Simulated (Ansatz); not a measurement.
LiF in the CsCl structure, relaxed with r2SCAN, was run in Ansatz under altered settings. All numbers are computed, without spin polarisation but where a row says otherwise.

```
Li F
1.0
     2.51626    0.00000    0.00000
     0.00000    2.51626    0.00000
     0.00000    0.00000    2.51626
Li F
1 1
Direct
  0.00000 0.00000 0.00000
  0.50000 0.50000 0.50000
```

The base run's other keys:
```yaml
kpoints:
  mp_grid: { grid: [4, 4, 4] }
hamiltonian:
  xc: hse06
scf:
  occupations: { method: fixed }
  n_extra_bands: 4
```

It takes 12 iterations with 305 plane waves at 420 eV and 10 k points, and leaves a mean stress of +0.90 GPa. The gap over this mesh is 10.168 eV.

Outcomes, with energy and stress as changes against the base:
```csv
setting,outcome,ΔF (meV/atom),Δ mean stress (GPa),gap on the mesh (eV),iterations
"PBE hybrid, exx coeff 1.0, omega 0.3 1/Å",converged,–,-7.9,16.098,17
scf.exx.ecutfock_ratio: 2,converged,+0.9,0.0,10.168,12
"PBE hybrid, exx coeff 0.4, unscreened",converged,–,-2.0,12.772,12
"PBE hybrid, exx coeff 1.5, omega 0.2078 1/Å",refused,–,–,–,–
scf.occupations: fermi_dirac 0.05,converged,0.0,0.0,10.168,12
crystal.symmetry.detect: false,"converged, warned",0.0,0.0,10.168,12
```
A dash marks a value that wasn't obtained or can't be compared. Stress is positive in compression.

- PBE hybrid, exx coeff 1.0, omega 0.3 1/Å. That is 100 % exact exchange, screened with ω = 0.3 1/Å, against HSE06's 25 % screened at 0.208 1/Å. The mean stress moves by -7.9 GPa and the gap on the mesh by +5.929 eV (to 16.098). Totals of different functionals aren't comparable.
- PBE hybrid, exx coeff 0.4, unscreened. That is 40 % exact exchange, at all ranges, against HSE06's 25 % screened at 0.208 1/Å. The mean stress moves by -2.0 GPa and the gap on the mesh by +2.604 eV (to 12.772). Totals of different functionals aren't comparable.
- PBE hybrid, exx coeff 1.5, omega 0.2078 1/Å. The program doesn't start. Error: invalid value for `hamiltonian.xc.exx.coeff`: must be finite and in (0, 1]; got 1.5
- crystal.symmetry.detect: false. It converges in 12 iterations, as the base does, on 64 k points in place of 10. This key steers the way to the solution, not the solution: the results stay as they were. Warned: hybrid solves reversed points apart.

Within 1 meV an atom, 0.1 GPa and 0.005 eV of the base stay: scf.exx.ecutfock_ratio: 2; scf.occupations: fermi_dirac 0.05; crystal.symmetry.detect: false.

The program warns that its thresholds are loose for a hybrid's stress.

The meshes of the hybrids are coarse, so their gaps aren't converged to the digits shown.
